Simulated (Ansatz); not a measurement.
A (001) slab of relaxed bulk KCl (Fm-3m, 32.44 Å³/atom, gap on the mesh 5.05 eV), 3 planes in a 4×1 cell with the lowest 1 held; added atoms sit on lattice sites of the next plane. A dipole correction is on. The surface energy is the mean of the held and the free face; step energies are per length and the mean of the stripe's two steps, which run along the shortest translation of the plane; step and island energies count from the flat slab and bulk atoms.

The calculation used DFT PBE, scalar-relativistic, plane waves, PAW (Ansatz 0.2.0).

Cutoff 420 eV, Gaussian smearing of 0.05 eV, energies at zero smearing, symmetry of each start kept, no spin polarisation.

| start | atoms | k mesh | surface energy (J/m²) | gap on the mesh (eV) | step energy (meV/Å) |
| --- | --- | --- | --- | --- | --- |
| flat slab | 24 | 2×6×1 | 0.12 | 4.87 | - |
| stripe of 4 atoms | 28 | 2×6×1 | - | 2.78 | 112 |

Cost: 2 runs of about 34 core-minutes in all, on Arm Neoverse V2 (shared hosts).